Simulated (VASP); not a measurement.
Wanted: the native input for a VASP 6.6.1 run.

```
Task                   : single point
Functional             : PBE
Potentials or basis    : VASP PAW PBE potentials, release 64 (Sc_sv)
Cutoff                 : 520 eV
k mesh                 : 8 × 8 × 8
Occupations            : gaussian, width 0.1 eV
Spin                   : no spin polarisation
Dipole correction      : no
Further INCAR settings : ALGO = Fast; EDIFF = 1e-06; NBANDS = 12
```

The structure of Sc lies in POSCAR:

```
Sc
1.0
    0.0000000000      2.3268462047      2.3268462047
    2.3268462047      0.0000000000      2.3268462047
    2.3268462047      2.3268462047      0.0000000000
Sc
1
Direct
    0.0000000000      0.0000000000      0.0000000000
```

This isn't the form of Sc at room conditions, which is hcp.

These files were run (other wordings do the same):

INCAR

```
SYSTEM = Sc
PREC     = Accurate       ! precision mode
ENCUT    = 520            ! plane-wave cutoff, eV
EDIFF    = 1E-6           ! SCF threshold, eV
ISMEAR   = 0              ! smearing method
SIGMA    = 0.1            ! smearing width, eV
LREAL    = .FALSE.        ! projectors in reciprocal space
LASPH    = .TRUE.         ! aspherical terms in the spheres
NELM     = 100            ! most SCF steps
ALGO     = Fast           ! electronic algorithm
ISIF     = 2              ! what is computed and relaxed
LWAVE    = .FALSE.        ! write WAVECAR
LCHARG   = .FALSE.        ! write CHGCAR
GGA      = PE             ! functional
NBANDS   = 12             ! bands
```

KPOINTS

```
Automatic mesh
0
G
  8 8 8
  0 0 0
```

Potentials or basis: VASP PAW PBE potentials, release 64 (Sc_sv).

The run is started by

```bash
$ cat potpaw_PBE.64/Sc_sv/POTCAR > POTCAR
$ mpirun -np 1 vasp_std > vasp.out
```

It gave:

```json
{
  "Pressure": "-1.0 GPa",
  "Band gap on the k mesh": "none (metal or under the smearing width)"
}
```

Run time: 5 s on 1 thread of Intel(R) Xeon(R) 6975P-C (Granite Rapids) (shared host), peak memory 0.13 GiB.
